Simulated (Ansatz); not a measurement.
Rows from a G0W0 calculation on BN (P6_3/mmc) (Ansatz 0.2.0; G0W0 on PBE, plane waves, PAW; 9×9×2 mesh, 150 empty bands, screening to 150 eV), in eV. Spin-orbit coupling is left out.

```
row                       k  band   start       Σx  Σc at the solution      Vxc
  A   (0.111, 0.444, 0.000)    v2   3.482  -19.262               2.712  -15.492
  B   (0.111, 0.444, 0.000)    c1   9.117   -5.854              -4.410  -10.936
  C   (0.111, 0.444, 0.000)    v1   4.406  -20.634               2.655  -17.049
  D  (0.333, 0.333, -0.500)    c1   9.359   -6.173              -4.605  -11.548
  E   (0.111, 0.444, 0.000)    c2  10.280   -7.554              -4.667  -13.120
  F  (0.333, 0.333, -0.500)    v1   4.713  -20.612               2.515  -17.197
```

**Question.** Give the quasiparticle energies and the shift of each level.

The quasiparticle equation reads E = start + Σx + Σc(E) − Vxc.

```
row  E (eV)  shift (eV)
  A   2.425      −1.058
  B   9.788      +0.672
  C   3.475      −0.931
  D  10.129      +0.770
  E  11.179      +0.899
  F   3.813      −0.899
```

Limits: not at the basis limit; coarse k mesh.

[Paths, hosts, dates, memory and timing lines, banners, echoed tables and standing remarks are left out of the program output.]

[Logs are printed without paths, hosts, clocks, repeated set-up lines and the standing remarks that a program may print on its own settings, such as how far it seeks lower states.]

[Runs of the session that timed out or met a known fault of the program may be left out.]

[Cells called generated may have been cut or substituted from an entry of the Crystallography Open Database or the Materials Project.]

[Hosts, paths, dates, database ids (printed as entryN), source tags and the programs' standing remarks are cut or masked in the printed files.]
